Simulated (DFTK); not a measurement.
# Sb (Im-3m) in DFTK: a series of runs

Runs on Sb. Level: PBE. Tasks: single point, relaxation of cell and atoms.

Program: DFTK 0.8.2. These are calculated values, not measurements. Logs are shortened: lines on timing, memory, paths and dates and some standing lists are left out, and cuts for length are marked.

### 1 The structure

The structure is cubic, space group Im-3m (No. 229). Conventional cell: a = 3.743 Å, b = 3.743 Å, c = 3.743 Å, α = 90.00°, β = 90.00°, γ = 90.00°. Sb (site symmetry m-3m) has 8 Sb at 3.24 Å as nearest neighbours.

This isn't the form of Sb at room conditions, which is rhombohedral.

### 2 Single point, PBE

The input, run.jl:

```julia
using DFTK
using PseudoPotentialData
using Unitful, UnitfulAtomic
using LinearAlgebra, Printf
include("save.jl")
disable_threading()

# lattice vectors are the columns
lattice = austrip(1u"Å") * [ -1.8713408863   1.8713408863   1.8713408863;
             1.8713408863  -1.8713408863   1.8713408863;
             1.8713408863   1.8713408863  -1.8713408863]
symbols   = [:Sb]
positions = [[0.0, 0.0, 0.0]]
pseudopotentials = Dict(:Sb => "Sb.upf")
elements = Dict(s => ElementPsp(s, pseudopotentials; rcut=10.0) for s in unique(symbols))
atoms    = [elements[s] for s in symbols]

build_model(lattice, positions; symmetries=true) =
    model_DFT(lattice, atoms, positions;
              functionals=PBE(),
              temperature=austrip(0.05u"eV"),
              smearing=Smearing.FermiDirac(),
              symmetries)
Ecut  = 45.0  # hartree
kgrid = [10, 10, 10]
tol   = 1e-6
to_GPa = ustrip(uconvert(u"GPa", 1u"hartree/bohr^3"))

model = build_model(lattice, positions)
basis = PlaneWaveBasis(model; Ecut, kgrid)
display(basis)
scfres = self_consistent_field(basis;
                               tol,
                               nbandsalg=AdaptiveBands(model; n_bands_converge=12))
display(scfres.energies)
@printf "Fermi level: %.6f eV\n" ustrip(auconvert(u"eV", something(scfres.εF, NaN)))
forces = compute_forces_cart(scfres)
println("Forces (eV/Å)")
for (s, f) in zip(symbols, forces)
    @printf "%-3s %12.6f %12.6f %12.6f\n" s ustrip.(auconvert.(u"eV/Å", f))...
end
stress = compute_stresses_cart(scfres)
println("Stress (GPa)")
display(round.(stress * to_GPa; digits=4))
println("Levels at the first k-point (eV): ", round.(ustrip.(auconvert.(u"eV", scfres.eigenvalues[1][1:scfres.n_bands_converge])); digits=4))
save_scf!(scfres; forces, stress)
```

Potentials or basis: SPMS 1.0 (PBE).

Command:

```bash
$ julia --threads=1 run.jl  # save.jl only writes the numbers to a file and isn't shown; printed stress counts tension as positive; times include loading and compiling
```

Log:

```text
PlaneWaveBasis discretization:

    Ecut                 : 45.0 Ha
    fft_size             : (40, 40, 40), 64000 total points
    kgrid                : MonkhorstPack([10, 10, 10])
    num.   red. kpoints  : 1000
    num. irred. kpoints  : 47

    Discretized Model(gga_x_pbe+gga_c_pbe, 3D):
        lattice (in Bohr)    : [-3.53632  , 3.53632   , 3.53632   ]
                               [3.53632   , -3.53632  , 3.53632   ]
                               [3.53632   , 3.53632   , -3.53632  ]
        unit cell volume     : 176.89 Bohr³

        atoms                : Sb
        atom potentials      : ElementPsp(:Sb, "Sb.upf")

        num. electrons       : 15
        spin polarization    : none
        temperature          : 0.0018375 Ha
        smearing             : DFTK.Smearing.FermiDirac()

        terms                : Kinetic()
                               AtomicLocal()
                               AtomicNonlocal()
                               Ewald(nothing)
                               PspCorrection()
                               Hartree()
                               Xc(gga_x_pbe, gga_c_pbe)
                               Entropy()
n     Energy            log10(ΔE)   log10(Δρ)   Diag   Δtime
---   ---------------   ---------   ---------   ----   ------
  1   -86.13269252901                   -1.73    5.0    6.64s
  2   -86.13297062045       -3.56       -2.08    1.0    3.16s
  3   -86.13301724553       -4.33       -2.67    3.1    3.90s
  4   -86.13301763645       -6.41       -2.97    2.2    3.41s
  5   -86.13301800669       -6.43       -3.72    1.8    2.97s
  6   -86.13301803769       -7.51       -4.58    2.9    4.77s
  7   -86.13301803814       -9.35       -4.82    3.1    4.72s
  8   -86.13301803826       -9.91       -5.72    1.9    3.94s
  9   -86.13301803826      -11.26       -6.24    3.2    3.93s
Energy breakdown (in Ha):
    Kinetic             44.2593301
    AtomicLocal         -41.1198951
    AtomicNonlocal      -31.9630978
    Ewald               -57.8869502
    PspCorrection       4.6903669
    Hartree             16.3348638
    Xc                  -20.4473060
    Entropy             -0.0003297

    total               -86.133018038263
Fermi level: 4.626185 eV
Forces (eV/Å)
Sb     -0.000000    -0.000000     0.000000
Stress (GPa)
3×3 StaticArraysCore.SMatrix{3, 3, Float64, 9} with indices SOneTo(3)×SOneTo(3):
 -3.1998  -0.0     -0.0
 -0.0     -3.1998  -0.0
 -0.0     -0.0     -3.1998
Levels at the first k-point (eV): [-24.6476, -24.6476, -24.6476, -24.5735, -24.5735, -8.4214, 10.3228, 10.3228, 10.3228, 16.0617, 16.0617, 16.0617]
```

Wall time 99 s (1 thread of Intel Xeon 6975P-C (Granite Rapids), shared host); peak memory 1.8 GiB.

Results:

| Property | Result |
| --- | --- |
| Free energy | -2343.7988 eV |
| Pressure | 3.2 GPa |
| Band gap on the k mesh | none (metal or under the smearing width) |

Levels at points of the mesh, in eV from the Fermi level:
| k point | band 5 | band 6 | band 7 | band 8 | band 9 | band 10 | band 11 | band 12 |
| --- | --- | --- | --- | --- | --- | --- | --- | --- |
| (0.00, 0.00, 0.00) | -29.20 | -13.05 | 5.70 | 5.70 | 5.70 | 11.44 | 11.44 | 11.44 |
| (-0.50, 0.00, 0.00) | -29.15 | -8.84 | -5.75 | 1.75 | 3.83 | 6.64 | 7.19 | 13.82 |
| (-0.50, -0.50, -0.50) | -29.16 | -5.47 | -2.05 | -2.05 | -2.05 | 2.96 | 2.96 | 17.31 |

The run has no spin-orbit coupling, so splittings on Sb are missing.

### 3 Single point, PBE

run.jl: that of step 2 with these lines changed.

```diff
@@ -23,3 +23,3 @@
               symmetries)
-Ecut  = 45.0  # hartree
+Ecut  = 40.0  # hartree
 kgrid = [10, 10, 10]
```

Potentials or basis: in-house norm-conserving set (PBE, scalar relativistic).

Command:

```bash
$ julia --threads=1 run.jl  # save.jl only writes the numbers to a file and isn't shown; printed stress counts tension as positive; times include loading and compiling
```

Log:

```text
[... set-up lines left out ...]
n     Energy            log10(ΔE)   log10(Δρ)   Diag   Δtime
---   ---------------   ---------   ---------   ----   ------
  1   -94.82017291194                   -1.72    8.2    7.11s
  2   -94.82046222529       -3.54       -2.07    1.0    2.72s
  3   -94.82055250838       -4.04       -2.56    4.9    4.48s
  4   -94.82055436597       -5.73       -3.13    3.1    3.39s
  5   -94.82055454864       -6.74       -3.91    4.2    3.98s
  6   -94.82055455981       -7.95       -4.29    3.6    3.50s
  7   -94.82055456158       -8.75       -5.26    3.0    3.38s
  8   -94.82055456165      -10.19       -6.40    4.2    4.53s
Energy breakdown (in Ha):
    Kinetic             57.9615695
    AtomicLocal         -41.3109173
    AtomicNonlocal      -52.8691159
    Ewald               -57.8869502
    PspCorrection       4.6289973
    Hartree             20.6194086
    Xc                  -25.9632158
    Entropy             -0.0003308

    total               -94.820554561647
Fermi level: 3.960143 eV
Forces (eV/Å)
Sb      0.000000    -0.000000     0.000000
Stress (GPa)
3×3 StaticArraysCore.SMatrix{3, 3, Float64, 9} with indices SOneTo(3)×SOneTo(3):
 -3.1598  -0.0     -0.0
 -0.0     -3.1598  -0.0
 -0.0     -0.0     -3.1598
Levels at the first k-point (eV): [-25.3012, -25.3012, -25.3012, -25.225, -25.225, -9.0865, 9.6708, 9.6708, 9.6708, 15.364, 15.364, 15.364]
```

Wall time 91 s (1 thread of Intel Xeon 6975P-C (Granite Rapids), shared host); peak memory 1.7 GiB.

Results:

| Item | Value |
| --- | --- |
| Free energy | -2580.1987 eV |
| Pressure | 3.2 GPa |
| Band gap on the k mesh | none (metal or under the smearing width) |

Levels at points of the mesh, in eV from the Fermi level:
```tsv
k point	band 6	band 7	band 8	band 9	band 10	band 11
(0.00, 0.00, 0.00)	-13.05	5.71	5.71	5.71	11.40	11.40
(-0.50, 0.00, 0.00)	-8.83	-5.75	1.76	3.84	6.63	7.16
(-0.50, -0.50, -0.50)	-5.46	-2.05	-2.05	-2.05	2.94	2.94
```

### 4 Single point, PBE

run.jl: that of step 3 with these lines changed.

```diff
@@ -13,4 +13,4 @@
 positions = [[0.0, 0.0, 0.0]]
-pseudopotentials = Dict(:Sb => "Sb.upf")
-elements = Dict(s => ElementPsp(s, pseudopotentials; rcut=10.0) for s in unique(symbols))
+pseudopotentials = PseudoFamily("cp2k.nc.sr.pbe.v0_1.largecore.gth")
+elements = Dict(s => ElementPsp(s, pseudopotentials) for s in unique(symbols))
 atoms    = [elements[s] for s in symbols]
@@ -23,3 +23,3 @@
               symmetries)
-Ecut  = 40.0  # hartree
+Ecut  = 27.0  # hartree
 kgrid = [10, 10, 10]
@@ -33,3 +33,3 @@
                                tol,
-                               nbandsalg=AdaptiveBands(model; n_bands_converge=12))
+                               nbandsalg=AdaptiveBands(model; n_bands_converge=7))
 display(scfres.energies)
```

Potentials or basis: cp2k.nc.sr.pbe.v0_1.largecore.gth (PBE, GTH).

Command:

```bash
$ julia --threads=1 run.jl  # save.jl only writes the numbers to a file and isn't shown; printed stress counts tension as positive; times include loading and compiling
```

Wall time 25 s (1 thread of Intel Xeon 6975P-C (Granite Rapids), shared host); peak memory 1.4 GiB.

It converged, with:

- Free energy: -150.4853 eV
- Pressure: 3.8 GPa
- Band gap on the k mesh: none (metal or under the smearing width)

Levels at points of the mesh, in eV from the Fermi level:
```csv
k point,band 1,band 2,band 3,band 4,band 5,band 6
"(0.00, 0.00, 0.00)",-13.05,5.68,5.68,5.68,11.34,11.34
"(-0.50, 0.00, 0.00)",-8.85,-5.75,1.80,3.91,6.60,7.15
"(-0.50, -0.50, -0.50)",-5.47,-2.02,-2.02,-2.02,2.93,2.93
```

Caveat: GTH potentials come without recommended cutoffs, and this one wasn't checked for convergence. The run has no spin-orbit coupling, so splittings on Sb are missing.

### 5 Single point, PBE

run.jl: that of step 4 with these lines changed.

```diff
@@ -13,3 +13,3 @@
 positions = [[0.0, 0.0, 0.0]]
-pseudopotentials = PseudoFamily("cp2k.nc.sr.pbe.v0_1.largecore.gth")
+pseudopotentials = PseudoFamily("cp2k.nc.sr.pbe.v0_1.semicore.gth")
 elements = Dict(s => ElementPsp(s, pseudopotentials) for s in unique(symbols))
```

Potentials or basis: cp2k.nc.sr.pbe.v0_1.semicore.gth (PBE, GTH).

Command:

```bash
$ julia --threads=1 run.jl  # save.jl only writes the numbers to a file and isn't shown; printed stress counts tension as positive; times include loading and compiling
```

Log:

```text
PlaneWaveBasis discretization:

    Ecut                 : 27.0 Ha
    fft_size             : (32, 32, 32), 32768 total points
    kgrid                : MonkhorstPack([10, 10, 10])
    num.   red. kpoints  : 1000
    num. irred. kpoints  : 47

    Discretized Model(gga_x_pbe+gga_c_pbe, 3D):
        lattice (in Bohr)    : [-3.53632  , 3.53632   , 3.53632   ]
                               [3.53632   , -3.53632  , 3.53632   ]
                               [3.53632   , 3.53632   , -3.53632  ]
        unit cell volume     : 176.89 Bohr³

        atoms                : Sb
        pseudopot. family    : PseudoFamily("cp2k.nc.sr.pbe.v0_1.semicore.gth")

        num. electrons       : 5
        spin polarization    : none
        temperature          : 0.0018375 Ha
        smearing             : DFTK.Smearing.FermiDirac()

        terms                : Kinetic()
                               AtomicLocal()
                               AtomicNonlocal()
                               Ewald(nothing)
                               PspCorrection()
                               Hartree()
                               Xc(gga_x_pbe, gga_c_pbe)
                               Entropy()
n     Energy            log10(ΔE)   log10(Δρ)   Diag   Δtime
---   ---------------   ---------   ---------   ----   ------
  1   -5.526917333418                   -0.85    4.1    1.91s
  2   -5.529830861328       -2.54       -1.38    1.0    768ms
  3   -5.530223258439       -3.41       -2.17    2.3    1.64s
  4   -5.530233046023       -5.01       -3.04    2.1    774ms
  5   -5.530233365069       -6.50       -3.58    2.6    823ms
  6   -5.530233384445       -7.71       -4.11    1.8    1.31s
  7   -5.530233385396       -9.02       -4.87    1.9    543ms
  8   -5.530233385452      -10.25       -5.67    2.6    1.43s
  9   -5.530233385454      -11.77       -5.98    2.3    568ms
 10   -5.530233385454      -12.51       -7.28    1.6    1.33s
Energy breakdown (in Ha):
    Kinetic             1.7622474
    AtomicLocal         -0.7008023
    AtomicNonlocal      0.1411937
    Ewald               -6.4318834
    PspCorrection       1.0339978
    Hartree             0.0740881
    Xc                  -1.4087457
    Entropy             -0.0003290

    total               -5.530233385454
Fermi level: 2.703579 eV
Forces (eV/Å)
Sb     -0.000000    -0.000000    -0.000000
Stress (GPa)
3×3 StaticArraysCore.SMatrix{3, 3, Float64, 9} with indices SOneTo(3)×SOneTo(3):
 -3.8421  -0.0     -0.0
 -0.0     -3.8421  -0.0
 -0.0     -0.0     -3.8421
Levels at the first k-point (eV): [-10.3502, 8.3864, 8.3864, 8.3864, 14.0425, 14.0425, 14.0425]
```

Wall time 26 s (1 thread of Intel Xeon 6975P-C (Granite Rapids), shared host); peak memory 1.4 GiB.

Results:

- Free energy: -150.4853 eV
- Pressure: 3.8 GPa
- Band gap on the k mesh: none (metal or under the smearing width)

Caveat: GTH potentials come without recommended cutoffs, and this one wasn't checked for convergence. Spin-orbit coupling is left out, which matters for the levels of Sb.

### 6 Relaxation of cell and atoms, PBE

The input, run.jl:

```julia
using DFTK
using PseudoPotentialData
using Unitful, UnitfulAtomic
using LinearAlgebra, Printf
include("save.jl")
disable_threading()

# lattice vectors are the columns
lattice = austrip(1u"Å") * [ -1.8713408863   1.8713408863   1.8713408863;
             1.8713408863  -1.8713408863   1.8713408863;
             1.8713408863   1.8713408863  -1.8713408863]
symbols   = [:Sb]
positions = [[0.0, 0.0, 0.0]]
pseudopotentials = PseudoFamily("dojo.nc.sr.pbe.v0_4_1.standard.upf")
elements = Dict(s => ElementPsp(s, pseudopotentials) for s in unique(symbols))
atoms    = [elements[s] for s in symbols]

build_model(lattice, positions; symmetries=true) =
    model_DFT(lattice, atoms, positions;
              functionals=PBE(),
              temperature=austrip(0.05u"eV"),
              smearing=Smearing.FermiDirac(),
              kinetic_blowup=BlowupCHV(),
              symmetries)
Ecut  = 46.0  # hartree
kgrid = [7, 7, 7]
tol   = 1e-6
to_GPa = ustrip(uconvert(u"GPa", 1u"hartree/bohr^3"))

model0 = build_model(lattice, positions)
model  = model0
basis0 = PlaneWaveBasis(model; Ecut, kgrid)
display(basis0)
results["steps"] = []
previous = Ref{Any}(nothing)
n = 1
w = 3sqrt(n)  # weight of the strain variables
unpack(x) = (DFTK.voigt_strain_to_full(x[3n+1:end] / w) * lattice, [lattice \ x[3i-2:3i] for i in 1:n])

function energy_gradient(x)
    cell, pos = unpack(x)
    model = build_model(cell, pos; symmetries=model0.symmetries)
    basis = PlaneWaveBasis(model; Ecut, kgrid, basis0.fft_size)
    ρ0 = isnothing(previous[]) ? guess_density(basis) : previous[].ρ * previous[].basis.dvol / basis.dvol
    scfres = self_consistent_field(basis;
                                   tol,
                                   ρ=ρ0,
                                   nbandsalg=AdaptiveBands(model; n_bands_converge=12),
                                   callback=identity)
    previous[] = scfres
    forces = compute_forces_cart(scfres)
    G = -vcat([lattice' \ (cell' * f) for f in forces]...)
    stress = compute_stresses_cart(scfres)
    σ = stress / DFTK.voigt_strain_to_full(x[3n+1:end] / w)'
    G = vcat(G, model.unit_cell_volume * DFTK.full_stress_to_voigt((σ + σ') / 2) / w)
    @printf "step %3d  F = %.8f Ha  max force = %.5f eV/Å  p = %8.4f GPa  V = %.4f Å^3  SCF %d\n" length(results["steps"]) scfres.energies.total ustrip(auconvert(u"eV/Å", maximum(norm, forces))) (-tr(stress) / 3 * to_GPa) ustrip(auconvert(u"Å^3", model.unit_cell_volume)) scfres.n_iter
    push!(results["steps"], Dict("total" => scfres.energies.total, "cell" => rows(eachcol(cell)), "frac" => rows(pos), "forces" => rows(forces), "n_iter" => scfres.n_iter, "stress" => rows(eachrow(stress))))
    scfres.energies.total, G
end

x0 = vcat([lattice * p for p in positions]..., zeros(6))
gtol = 2e-4
function bfgs(x; maxsteps, maxmove=0.3)
    H = Matrix(0.3I, length(x), length(x))  # start Hessian, hartree/bohr^2
    _, g = energy_gradient(x)
    for step in 1:maxsteps
        maximum(abs, g) < gtol && return x, true
        λ, V = eigen(Symmetric(H))
        dx = -V * ((V' * g) ./ abs.(λ))
        dx *= min(1, maxmove / maximum(abs, dx))
        x += dx
        _, gnew = energy_gradient(x)
        dg, Hdx = gnew - g, H * dx
        H += dg * dg' / dot(dg, dx) - Hdx * Hdx' / dot(dx, Hdx)
        g = gnew
    end
    x, maximum(abs, g) < gtol
end
x, relaxed = bfgs(x0; maxsteps=30)
println(relaxed ? "Gradient converged" : "Stopped without reaching the gradient tolerance")
scfres = previous[]
cell, pos = unpack(x)
println("Final lattice vectors (Å)")
display(round.(ustrip.(auconvert.(u"Å", cell')); digits=6))
println("Final reduced positions")
foreach((s, p) -> println(s, "  ", round.(p; digits=6)), symbols, pos)
results["relaxed"] = relaxed
display(scfres.energies)
@printf "Fermi level: %.6f eV\n" ustrip(auconvert(u"eV", something(scfres.εF, NaN)))
forces = compute_forces_cart(scfres)
println("Forces (eV/Å)")
for (s, f) in zip(symbols, forces)
    @printf "%-3s %12.6f %12.6f %12.6f\n" s ustrip.(auconvert.(u"eV/Å", f))...
end
stress = compute_stresses_cart(scfres)
println("Stress (GPa)")
display(round.(stress * to_GPa; digits=4))
println("Levels at the first k-point (eV): ", round.(ustrip.(auconvert.(u"eV", scfres.eigenvalues[1][1:scfres.n_bands_converge])); digits=4))
save_scf!(scfres; forces, stress)
```

Potentials or basis: dojo.nc.sr.pbe.v0_4_1.standard.upf (PBE).

Command:

```bash
$ julia --threads=1 run.jl  # save.jl only writes the numbers to a file and isn't shown; printed stress counts tension as positive; times include loading and compiling
```

Run time: 2.7 min. Hardware: 1 thread of Intel Xeon 6975P-C (Granite Rapids), shared host; peak memory 1.6 GiB.

It converged, with:

```
Free energy                            : -2474.6830 eV
Relaxed volume                         : 27.50 Å³/atom
Relaxed cell                           : a = 3.294 Å, b = 3.294 Å, c = 3.294 Å, α = 109.47°, β = 109.47°, γ = 109.47°
Space group after relaxing (to 0.05 Å) : Im-3m (No. 229)
Energy gained by relaxing              : 9.4 meV/atom
Ionic steps                            : 4
Pressure after relaxing                : 0.0 GPa
Band gap on the k mesh                 : none (metal or under the smearing width)
```

The path:
| step | energy change (eV) | largest force (eV/Å) | pressure (GPa) | volume (Å³) |
| --- | --- | --- | --- | --- |
| 1 | 0.0000 | 0.0000 | 2.46 | 26.21 |
| 2 | -0.0054 | 0.0000 | 1.54 | 26.65 |
| 3 | -0.0093 | 0.0000 | 0.18 | 27.40 |
| 4 | -0.0094 | 0.0000 | 0.01 | 27.50 |

Final structure:
```xyz
1
Lattice="-1.9016 1.9016 1.9016 1.9016 -1.9016 1.9016 1.9016 1.9016 -1.9016" Properties=species:S:1:pos:R:3 pbc="T T T"
Sb    0.0000    0.0000    0.0000
```

Levels at points of the mesh, in eV from the Fermi level:
| k point | band 4 | band 5 | band 6 | band 7 | band 8 | band 9 | band 10 | band 11 |
| --- | --- | --- | --- | --- | --- | --- | --- | --- |
| (0.00, 0.00, 0.00) | -29.31 | -29.31 | -12.79 | 5.20 | 5.20 | 5.20 | 11.03 | 11.03 |

### 7 Summary

| task | potentials or basis | cell | k mesh | cutoff (eV) | valence electrons | kinetic blow-up at the cutoff (BlowupCHV) | most ionic steps | gradient tolerance | gap on the mesh (eV) | pressure (GPa) |
| --- | --- | --- | --- | --- | --- | --- | --- | --- | --- | --- |
| single point | SPMS 1.0 (PBE) | as given | 10 × 10 × 10 | 1225 | Sb 15 | - | - | - | none | 3.2 |
| single point | in-house norm-conserving set (PBE, scalar relativistic) | as given | 10 × 10 × 10 | 1088 | Sb 15 | - | - | - | none | 3.2 |
| single point | cp2k.nc.sr.pbe.v0_1.largecore.gth (PBE, GTH) | as given | 10 × 10 × 10 | 735 | Sb 5 | - | - | - | none | 3.8 |
| single point | cp2k.nc.sr.pbe.v0_1.semicore.gth (PBE, GTH) | as given | 10 × 10 × 10 | 735 | Sb 5 | - | - | - | none | 3.8 |
| relaxation of cell and atoms | dojo.nc.sr.pbe.v0_4_1.standard.upf (PBE) | relaxed | 7 × 7 × 7 | 1252 | Sb 15 | yes | 30 | 0.0002 Ha/bohr | none | 0.0 |

Alike in all rows: level PBE; no spin polarisation; smearing fermi-dirac 0.05 eV.

Caveats: GTH potentials come without recommended cutoffs, and this one wasn't checked for convergence (some runs).

Total energies depend on the potentials used, so only differences within one code and one set of settings carry meaning.
